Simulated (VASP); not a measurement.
NaH:

```
Na H
1.0
     0.00000    2.59692    2.59692
     2.59692    0.00000    2.59692
     2.59692    2.59692    0.00000
Na H
1 1
Direct
  0.00000 0.00000 0.00000
  0.25000 0.25000 0.25000
```

The cell was built by a generator and needn't be a form met in nature.

Base run:

- Program: VASP 6.6.1
- Functional: PBE
- Potentials or basis: VASP PAW PBE potentials, release 64 (Na_pv, H)
- Cutoff: 520 eV
- k mesh: 6 × 6 × 6
- Occupations: gaussian, width 0.01 eV
- Spin: no spin polarisation

Its results: band gap on the k mesh 3.63 eV, indirect (least direct gap 4.32 eV); pressure 0.2 GPa.

Problem. The run is repeated on the same cell with these changes: functional from PBE to HSE06; k mesh from 6 × 6 × 6 to 4 × 4 × 4. What comes out?

Solution. Band gap on the k mesh 4.61 eV, indirect (least direct gap 5.38 eV); pressure 0.1 GPa.

Several settings changed at once, so the effect can't be laid on one alone.

Caveats: some runs use coarse meshes; the PAW data sets were made with another functional, which shifts forces and pressure a little (some runs).

A k mesh can miss the band edges.
